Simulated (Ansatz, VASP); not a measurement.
**PbF2 in VASP and in Ansatz**

Contents of INCAR:

```
ALGO = Normal
EDIFF = 1E-7
ENCUT = 520
GGA = PE
ISIF = 2
ISMEAR = 0
LASPH = T
LCHARG = F
LREAL = F
LWAVE = F
NBANDS = 21
NELM = 80
PREC = Accurate
SIGMA = 0.1
```

KPOINTS

```
k-points
0
Gamma
  4 4 4
```

File POSCAR:

```
PbF2
1.0
    0.0000000000      2.9579484323      2.9579484323
    2.9579484323      0.0000000000      2.9579484323
    2.9579484323      2.9579484323      0.0000000000
Pb F
1 2
Direct
    0.0000000000      0.0000000000      0.0000000000
    0.7500000000      0.7500000000      0.7500000000
    0.2500000000      0.2500000000      0.2500000000
```

Input for Ansatz:

```yaml
crystal:
  lattice:
    - [0.0, 2.9579484323, 2.9579484323]
    - [2.9579484323, 0.0, 2.9579484323]
    - [2.9579484323, 2.9579484323, 0.0]
  atoms:
    - { symbol: Pb, position: [0.0, 0.0, 0.0] }
    - { symbol: F, position: [0.75, 0.75, 0.75] }
    - { symbol: F, position: [0.25, 0.25, 0.25] }
basis:
  ecutwfc: 420
kpoints:
  mp_grid: { grid: [4, 4, 4] }
hamiltonian:
  xc: pbe
scf:
  occupations: { method: gaussian, width: 0.1 }
output:
  forces: true
  stress: true
  eigenvalues: true
```

The cell is a database's computed one.

Alike in both runs: task single point; functional PBE; k mesh 4 × 4 × 4; occupations gaussian, width 0.1 eV; no spin polarisation.

```csv
,VASP,Ansatz
version,VASP 6.6.1,Ansatz 0.2.0
potentials or method,"VASP PAW PBE potentials, release 64 (Pb_d, F)","scalar-relativistic, plane waves, PAW"
plane-wave cutoff (eV),520,420
valence electrons in the cell,28,28
```

|  | VASP | Ansatz | Ansatz less VASP |
| --- | --- | --- | --- |
| gap on the k mesh at the Fermi level (eV) | 4.41 | 4.42 | +0.003 |
| least direct gap on the mesh (eV) | 4.56 | 4.56 | +0.002 |
| pressure (GPa) | 2.9 | 3.2 | +0.20 |

Caveats: the k mesh is coarse (spacing up to 0.46 Å⁻¹), so the values aren't converged; spin-orbit coupling is left out, which as a rule narrows the gap of such compounds by several tenths of an eV. PBE gaps usually lie below the measured ones, often by a third to a half. A k mesh can miss the band edges.
